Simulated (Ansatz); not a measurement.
SiO2: course of a relaxation

Method: Ansatz 0.2.0, DFT LDA, scalar-relativistic, plane waves, PAW. (420 eV cutoff, 6×6×4 k-mesh, Gaussian smearing of 0.02 eV, no spin polarisation)

What was changed: strain along c alone, the other axes held, atoms relaxed: +1.0 %.

Command:

```bash
ansatz run input.yaml --threads 2 --pin off --max-ram 5120MiB --backend cpu --events-out ev --progress --plain --runs-dir out
```

Input:

```yaml
crystal:
  lattice:
    - [5.0386983975, 0.0, 0.0]
    - [-2.5193491987, 4.3636408142, 0.0]
    - [0.0, 0.0, 5.5801035267]
  atoms:
    - { symbol: Si, position: [0.0, 0.5, 0.3333333333] }
    - { symbol: Si, position: [0.5, 0.5, 0.6666666667] }
    - { symbol: Si, position: [0.5, 0.0, 0.0] }
    - { symbol: O, position: [0.5843949018, 0.7921974509, 0.8333333333] }
    - { symbol: O, position: [0.7921974509, 0.5843949018, 0.5] }
    - { symbol: O, position: [0.7921974509, 0.2078025491, 0.1666666667] }
    - { symbol: O, position: [0.4156050982, 0.2078025491, 0.8333333333] }
    - { symbol: O, position: [0.2078025491, 0.4156050982, 0.5] }
    - { symbol: O, position: [0.2078025491, 0.7921974509, 0.1666666667] }
basis:
  ecutwfc: 420
kpoints:
  mp_grid: { grid: [6, 6, 4] }
hamiltonian:
  xc: lda
scf:
  occupations: { method: gaussian, width: 0.02 }
output:
  forces: true
  stress: true
  eigenvalues: true
relax:
  adjacent_minimum: "off"
  f_tol: 0.008
  max_steps: 40
```

F is the free energy.

Steps:

| step | F − F(1) (eV) | largest force component (eV/Å) |
| --- | --- | --- |
| 1 | 0.0000 | 0.067 |
| 2 | -0.0004 | 0.057 |
| 3 | -0.0013 | 0.000 |
| 4 | -0.0013 | 0.000 |

Relaxed structure:

```yaml
crystal:
  lattice:
    - [5.03870, 0.00000, 0.00000]
    - [-2.51935, 4.36364, 0.00000]
    - [0.00000, 0.00000, 5.58010]
  atoms:
    - { symbol: Si, position: [0.00000, 0.50000, 0.33333] }
    - { symbol: Si, position: [0.50000, 0.50000, 0.66667] }
    - { symbol: Si, position: [0.50000, 0.00000, 0.00000] }
    - { symbol: O, position: [0.58290, 0.79145, 0.83333] }
    - { symbol: O, position: [0.79145, 0.58290, 0.50000] }
    - { symbol: O, position: [0.79145, 0.20855, 0.16667] }
    - { symbol: O, position: [0.41710, 0.20855, 0.83333] }
    - { symbol: O, position: [0.20855, 0.41710, 0.50000] }
    - { symbol: O, position: [0.20855, 0.79145, 0.16667] }
```

The structure is hexagonal, space group P6_422 (No. 181). Conventional cell: a = 5.039 Å, b = 5.039 Å, c = 5.580 Å, α = 90.00°, β = 90.00°, γ = 120.00°. Around Si (site symmetry 222) lie 4 O at 1.61 Å. O (site symmetry 2) is surrounded by 2 Si at 1.61 Å.

The run converged. Time: 8.6 s on 2 threads of Oxide Virtual Turin-like Processor (Zen 5), with other jobs on the host, peak memory 0.42 GiB.